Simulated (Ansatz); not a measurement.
SiNi (space group Pnma) relaxed with several functionals in Ansatz (plane waves to 420 eV, scalar-relativistic PAW, no spin-orbit coupling, symmetry kept). The database cell has 12.10 Å³/atom; its temperature or method isn't stated, so the comparison with it is no error of the functional. No moments.

```
functional conventional cell V (Å³/atom) against the database cell (%) gap on mesh (eV) largest moment (μB)
       PBE  a = 5.154 Å, b = 3.375 Å, c = 5.620 Å, α = 90.00°, β = 90.00°, γ = 90.00°        12.22                            1.0              0.00                 0.00
       LDA  a = 5.046 Å, b = 3.332 Å, c = 5.480 Å, α = 90.00°, β = 90.00°, γ = 90.00°        11.52                           -4.8              0.00                 0.00
PBE+D3(BJ) a = 5.099 Å, b = 3.342 Å, c = 5.541 Å, α = 90.00°, β = 90.00°, γ = 90.00°        11.80                           -2.4              0.00                 0.00
```